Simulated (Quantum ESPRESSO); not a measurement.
# CdO2 in Quantum ESPRESSO: the effect of target pressure

Crystal: CdO2.

```xyz
3
Lattice="3.4762 0.0000 0.0000 -1.7381 3.0105 0.0000 0.0000 0.0000 4.1481" Properties=species:S:1:pos:R:3 pbc="T T T"
Cd    0.0000    0.0000    0.0000
O     0.0000    2.0070    1.0130
O     1.7381    1.0035    3.1350
```

The cell comes from a database or a generator and needn't be the stable form of this composition.

Alike in all runs:

* Program: Quantum ESPRESSO 7.5
* Task: relaxation of cell and atoms
* Functional: PBEsol
* Potentials or basis: GBRV 1.5 PBEsol
* Cutoff: 707 eV
* Density cutoff: 5633 eV
* k mesh: 9 × 9 × 7
* Occupations: fermi-dirac, width 0.05 eV
* Spin: no spin polarisation

Each run relaxes the cell or the atoms first.

```tsv
target pressure	relaxed volume (Å³/atom)
0 GPa	11.66
2 GPa	11.44
5 GPa	11.16
10 GPa	?
20 GPa	10.17
30 GPa	9.70
```

Problem. What does the run with target pressure 10 GPa give?

Solution. Relaxed volume 10.77 Å³/atom.

Worked out: In Murnaghan's law V^(-B') rises as a straight line in P. The other rows fit best with B' = 4.4, V0 = 11.65 Å³/atom and B0 = 107 GPa, which gives 10.77 Å³/atom at 10 GPa, against the run's 10.77.

Caveats: the volume moved by over 15 % at a fixed basis, so the end points are rough.
